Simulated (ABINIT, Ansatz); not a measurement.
# KBr (Fm-3m): from Born charge to LO-TO splitting

Aim: work out the LO frequency and the static dielectric constant of KBr (Fm-3m) from one linear-response run, then check them.

Main program and level: ABINIT 10.8.3; DFT LDA, scalar-relativistic, plane waves, PseudoDojo norm-conserving pseudopotentials.

### 1. Set-up

It takes space group Fm-3m (No. 225, cubic). Conventional cell: a = 6.370 Å, b = 6.370 Å, c = 6.370 Å, α = 90.00°, β = 90.00°, γ = 90.00°. K has 6 Br at 3.19 Å nearest. Nearest to Br lie 6 K at 3.19 Å. Farther neighbours and most contacts between anions are not listed.

This is the cell after its relaxation at this level of theory, not the database cell from which that began.

### 2. What the response run gave

A linear-response run on the relaxed cell, with the response to an electric field; only its zone-centre results are used. Cutoff 32 Ha, k mesh 4×4×4 with shifts.

Numbers of over 12 decimals in the logs are rounded to 6 here.

What it wrote:

```text
[banners, grids, parts of the stress and lines that vanish by symmetry left out]
- input  file    -> dfpt_gamma.abi
- output file    -> dfpt_gamma.abo
- root for input  files -> dfpt_gammai
[...]
DATASET    1 : space group Fm -3 m (#225); Bravais cF (face-center cubic)
[...]
nfft =       91125          nkpt =         128
[...]
DATASET    2 : space group Fm -3 m (#225); Bravais cF (face-center cubic)
[...]
nfft =       91125          nkpt =         128
[...]
== DATASET  1 ==================================================================
[...]
cutoff_energies: {ecut:  32.0, pawecutdg:  -1.0, }
[...]
- 35.00000   7.00000  180309                  znucl, zion, pspdat
[...]
Perturbation : derivative vs k along direction   1
[...]
-ETOT  1  -12.532018503341     -1.253E+01 4.144E-02 0.000E+00
 ETOT  2  -12.586724931272     -5.471E-02 1.137E-03 0.000E+00
 ETOT  3  -12.587296170902     -5.712E-04 2.014E-05 0.000E+00
 ETOT  4  -12.587304030385     -7.859E-06 7.328E-07 0.000E+00
 ETOT  5  -12.587304164271     -1.339E-07 2.257E-08 0.000E+00
[...]
At SCF step   14   max residual=  9.93E-21 < tolwfr=  1.00E-20 =>converged.
[...]
Perturbation : derivative vs k along direction   2
[...]
-ETOT  1  -12.532018503140     -1.253E+01 4.144E-02 0.000E+00
[...]
At SCF step   14   max residual=  9.94E-21 < tolwfr=  1.00E-20 =>converged.
[...]
Perturbation : derivative vs k along direction   3
[...]
-ETOT  1  -12.532018502939     -1.253E+01 4.144E-02 0.000E+00
[...]
At SCF step   14   max residual=  9.94E-21 < tolwfr=  1.00E-20 =>converged.
[...]
1        1       1.3488785374    0.0000000000
     1        2       0.6744392687   -0.0000000000
     1        3       0.6744392687    0.0000000000
     2        1       0.6744392687   -0.0000000000
     2        2       1.3488785374    0.0000000000
     2        3       0.6744392687    0.0000000000
     3        1       0.6744392687    0.0000000000
     3        2       0.6744392687    0.0000000000
     3        3       1.3488785374    0.0000000000
[...]
== DATASET  2 ==================================================================
[...]
cutoff_energies: {ecut:  32.0, pawecutdg:  -1.0, }
[...]
Perturbation : displacement of atom   1   along direction   1
[...]
-ETOT  1   5.353871     -2.369E+03 7.120E+00 4.088E+02
[...]
At SCF step   13       vres2   =  2.89E-12 < tolvrs=  1.00E-10 =>converged.
[...]
Perturbation : displacement of atom   2   along direction   1
[...]
-ETOT  1   1.684461     -6.256E+02 3.862E+00 9.219E+02
[...]
At SCF step   11       vres2   =  5.18E-12 < tolvrs=  1.00E-10 =>converged.
[...]
Perturbation : homogeneous electric field along direction   1
[...]
-ETOT  1  -41.174902714826     -4.117E+01 6.914E-01 2.943E+04
[...]
ETOT 10  -49.893881808848     -3.756E-11 6.432E-13 6.438E-10
 ETOT 11  -49.893881808849     -1.023E-12 5.191E-14 8.969E-11
 At SCF step   11       vres2   =  8.97E-11 < tolvrs=  1.00E-10 =>converged.
[...]
Dielectric tensor, in cartesian coordinates,
[...]
1    4   1    4         2.7590983608        -0.0000000000
   1    4   2    4        -0.0000000000        -0.0000000000
   1    4   3    4        -0.0000000000        -0.0000000000
   2    4   1    4        -0.0000000000        -0.0000000000
   2    4   2    4         2.7590983608        -0.0000000000
   2    4   3    4        -0.0000000000        -0.0000000000
   3    4   1    4        -0.0000000000        -0.0000000000
   3    4   2    4        -0.0000000000        -0.0000000000
   3    4   3    4         2.7590983608        -0.0000000000
  Effective charges, in cartesian coordinates,
[...]
1    1   1    4         1.1020480808         0.0000000000
   2    1   1    4        -0.0000000000         0.0000000000
   3    1   1    4         0.0000000000         0.0000000000
   1    2   1    4        -1.1016702528         0.0000000000
   2    2   1    4         0.0000000000         0.0000000000
[...]
Effective charges, in cartesian coordinates,
[...]
2    4   1    2         0.0000000000         0.0000000000
   3    4   1    2        -0.0000000000         0.0000000000
   1    4   2    2         0.0000000000         0.0000000000
   2    4   2    2        -1.1016700407         0.0000000000
   3    4   2    2         0.0000000000         0.0000000000
   1    4   3    2        -0.0000000000         0.0000000000
   2    4   3    2         0.0000000000         0.0000000000
   3    4   3    2        -1.1016700407         0.0000000000
  Phonon wavevector (reduced coordinates) :  0.00000  0.00000  0.00000
 Phonon energies in Hartree :
[...]
Phonon frequencies in cm-1    :
-  3.722827E-01  3.722828E-01  3.722832E-01  1.300380E+02  1.300380E+02
-  1.300380E+02
  Phonon at Gamma, with non-analyticity in the
[...]
Phonon energies in Hartree :
[...]
Phonon frequencies in cm-1    :
-  3.722827E-01  3.722828E-01  3.725027E-01  1.300380E+02  1.300380E+02
-  1.722627E+02
  Phonon at Gamma, with non-analyticity in the
[...]
Phonon energies in Hartree :
[...]
Phonon frequencies in cm-1    :
-  3.722827E-01  3.722832E-01  3.725023E-01  1.300380E+02  1.300380E+02
-  1.722627E+02
  Phonon at Gamma, with non-analyticity in the
[...]
Phonon energies in Hartree :
[...]
Phonon frequencies in cm-1    :
-  3.722828E-01  3.722832E-01  3.725022E-01  1.300380E+02  1.300380E+02
-  1.722627E+02
[...]
fcart2     0.0000000000E+00  0.0000000000E+00  0.0000000000E+00
           strten2     0.0000000000E+00  0.0000000000E+00  0.0000000000E+00
================================================================================
```

```tsv
quantity	value
cell volume Ω (Å³)	64.622
mass of K (u)	39.098
mass of Br (u)	79.904
Born charge of K, raw (e)	1.102
Born charge of Br, raw (e)	-1.102
ε∞	2.759
ω(TO) after the sum rule (cm⁻¹)	130.0
```

### 3. The calculation

The charges must sum to zero over the cell; taking off their mean, 0.000 e, leaves Z* = 1.102 e on K. In the polar mode K moves against Br, so the reduced mass is μ = 39.10 × 79.90 / 119.00 = 26.253 u.

A longitudinal wave builds up a field that adds to the restoring force: ω(LO)² = ω(TO)² + 4π Z*² / (μ Ω ε∞), in Hartree atomic units. With μ = 47855 electron masses and Ω = 436.09 bohr³ the second term is 2.6496e-07 Ha², or 12763 cm⁻² (1 Ha = 219474.6 cm⁻¹).

So ω(LO) = √(16910 + 12763) = 172.3 cm⁻¹, and by the Lyddane-Sachs-Teller relation ε₀ = ε∞ (ω(LO)/ω(TO))² = 4.84.

### 4. Check against the program

The analysis program adds the same non-analytic term to the full matrix.

What it wrote:

```text
[banners, grids, parts of the stress and lines that vanish by symmetry left out]
-outvars_anaddb: echo values of input variables ----------------------

 Flags :
[...]
Dielectric Tensor and Effective Charges
[...]
Effective charge tensors after
[...]
Phonon wavevector (reduced coordinates) :  0.00000  0.00000  0.00000
 Phonon energies in Hartree :
[...]
Phonon energies in meV     :
-  0.000000E+00  0.000000E+00  0.000000E+00  1.612252E+01  1.612252E+01
-  1.612252E+01
 Phonon frequencies in cm-1    :
-  0.000000E+00  0.000000E+00  0.000000E+00  1.300369E+02  1.300369E+02
-  1.300369E+02
 Phonon frequencies in Thz     :
-  0.000000E+00  0.000000E+00  0.000000E+00  3.898409E+00  3.898409E+00
-  3.898409E+00
 Phonon energies in Kelvin  :
-  0.000000E+00  0.000000E+00  0.000000E+00  1.870941E+02  1.870941E+02
-  1.870941E+02
[...]
-  1  0.00000000E+00  0.00000000E+00 -2.14704987E-03
-     0.00000000E+00  0.00000000E+00  0.00000000E+00
-  2  0.00000000E+00  0.00000000E+00 -2.14705090E-03
-     0.00000000E+00  0.00000000E+00  0.00000000E+00
[...]
-  1  0.00000000E+00 -2.14704987E-03  0.00000000E+00
-     0.00000000E+00  0.00000000E+00  0.00000000E+00
-  2  0.00000000E+00 -2.14705090E-03  0.00000000E+00
-     0.00000000E+00  0.00000000E+00  0.00000000E+00
[...]
-  1  2.14704987E-03  0.00000000E+00  0.00000000E+00
-     0.00000000E+00  0.00000000E+00  0.00000000E+00
-  2  2.14705090E-03  0.00000000E+00  0.00000000E+00
-     0.00000000E+00  0.00000000E+00  0.00000000E+00
[...]
-  1  0.00000000E+00  1.53981707E-07  3.06935882E-03
-     0.00000000E+00  0.00000000E+00  0.00000000E+00
-  2  0.00000000E+00  0.00000000E+00 -1.50188545E-03
-     0.00000000E+00  0.00000000E+00  0.00000000E+00
[...]
-  1  0.00000000E+00  3.06935882E-03 -1.53982752E-07
-     0.00000000E+00  0.00000000E+00  0.00000000E+00
-  2  0.00000000E+00 -1.50188545E-03  0.00000000E+00
-     0.00000000E+00  0.00000000E+00  0.00000000E+00
[...]
-  1  3.06935882E-03  0.00000000E+00  0.00000000E+00
-     0.00000000E+00  0.00000000E+00  0.00000000E+00
-  2 -1.50188545E-03  0.00000000E+00  0.00000000E+00
-     0.00000000E+00  0.00000000E+00  0.00000000E+00
[...]
-     1         -0.000000    -0.000000     0.000000     0.000000
-     2         -0.000000     0.000000     0.000000     0.000000
-     3         -0.000000    -0.000000     0.000000     0.000000
-     4          0.000022     0.000074     1.474015     1.474015
-     5          0.000034     1.474015    -0.000074     1.474015
-     6          1.474015    -0.000034    -0.000022     1.474015
[...]
-   1     Real    0.0000E+00  0.0000E+00  0.0000E+00  0.0000E+00  0.0000E+00  0.0000E+00  0.0000E+00
[...]
-  2.135721E+01
 Phonon frequencies in cm-1    :
-  0.000000E+00  0.000000E+00  0.000000E+00  1.300369E+02  1.300369E+02
-  1.722575E+02
 Phonon frequencies in Thz     :
-  0.000000E+00  0.000000E+00  0.000000E+00  3.898409E+00  3.898409E+00
-  5.164150E+00
 Phonon energies in Kelvin  :
-  0.000000E+00  0.000000E+00  0.000000E+00  1.870941E+02  1.870941E+02
-  2.478401E+02
[...]
-  1  0.00000000E+00  0.00000000E+00 -2.14704987E-03
-     0.00000000E+00  0.00000000E+00  0.00000000E+00
-  2  0.00000000E+00  0.00000000E+00 -2.14705090E-03
-     0.00000000E+00  0.00000000E+00  0.00000000E+00
[...]
Phonon at Gamma, with non-analyticity in the
[...]
Phonon energies in Hartree :
[...]
Phonon energies in meV     :
-  0.000000E+00  0.000000E+00  0.000000E+00  1.612252E+01  1.612252E+01
-  2.135721E+01
 Phonon frequencies in cm-1    :
-  0.000000E+00  0.000000E+00  0.000000E+00  1.300369E+02  1.300369E+02
-  1.722575E+02
 Phonon frequencies in Thz     :
-  0.000000E+00  0.000000E+00  0.000000E+00  3.898409E+00  3.898409E+00
-  5.164150E+00
 Phonon energies in Kelvin  :
-  0.000000E+00  0.000000E+00  0.000000E+00  1.870941E+02  1.870941E+02
-  2.478401E+02
[...]
Phonon at Gamma, with non-analyticity in the
[...]
Phonon energies in Hartree :
[...]
Phonon energies in meV     :
-  0.000000E+00  0.000000E+00  0.000000E+00  1.612252E+01  1.612252E+01
-  2.135721E+01
 Phonon frequencies in cm-1    :
-  0.000000E+00  0.000000E+00  0.000000E+00  1.300369E+02  1.300369E+02
-  1.722575E+02
 Phonon frequencies in Thz     :
-  0.000000E+00  0.000000E+00  0.000000E+00  3.898409E+00  3.898409E+00
-  5.164150E+00
 Phonon energies in Kelvin  :
-  0.000000E+00  0.000000E+00  0.000000E+00  1.870941E+02  1.870941E+02
-  2.478401E+02
[...]
-  1  9.96617733E-07 -2.14704761E-03 -3.02558857E-06
-     0.00000000E+00  0.00000000E+00  0.00000000E+00
-  2  9.96765176E-07 -2.14704848E-03 -3.02544305E-06
-     0.00000000E+00  0.00000000E+00  0.00000000E+00
[...]
-  1  2.14704961E-03  9.95766190E-07  7.45107244E-07
-     0.00000000E+00  0.00000000E+00  0.00000000E+00
-  2  2.14705049E-03  9.95619718E-07  7.44960652E-07
-     0.00000000E+00  0.00000000E+00  0.00000000E+00
[...]
-  1  3.39047354E-04  1.98088721E-03 -2.31993456E-03
-     0.00000000E+00  0.00000000E+00  0.00000000E+00
-  2 -1.65901192E-04 -9.69279201E-04  1.13518039E-03
-     0.00000000E+00  0.00000000E+00  0.00000000E+00
[...]
-  1  2.48308060E-03 -1.53516392E-03 -9.47916680E-04
-     0.00000000E+00  0.00000000E+00  0.00000000E+00
-  2 -1.21501031E-03  7.51179803E-04  4.63830510E-04
-     0.00000000E+00  0.00000000E+00  0.00000000E+00
[...]
Direction                     Dielectric constant
[...]
0.00000   0.00000   1.00000      4.84161282
   1.00000   1.00000   1.00000      4.84161282
-
```

```tsv
quantity	by hand	program
ω(LO) (cm⁻¹)	172.3	172.3
ε₀	4.84	4.84
```

### 5. Summary of results

```json
{
 "TO mode": "130.0 cm⁻¹",
 "LO mode": "172.3 cm⁻¹",
 "static dielectric constant": "4.842"
}
```

The LO mode of KBr (Fm-3m) lies at 172 cm⁻¹, 42 cm⁻¹ above the TO mode; the formula meets the program within 0.1 cm⁻¹, as it must for a cubic crystal with one polar mode. ω(LO)² − ω(TO)² goes with Z*²/ε∞: an error of 5 % in ε∞ would move the LO mode by 1.8 cm⁻¹, and semilocal functionals tend to overestimate ε∞. These are harmonic values at zero temperature, at the volume of this functional, for the structure held cubic; stability elsewhere in the zone is no part of this calculation.

[Host names and launcher messages were left out of these logs when they were recorded.]

[Logs are printed without paths, hosts, clocks, repeated set-up lines and the standing remarks that a program may print on its own settings, such as how far it seeks lower states.]

[Hosts, paths, dates, database ids (printed as entryN), source tags and the programs' standing remarks are cut or masked in the printed files.]
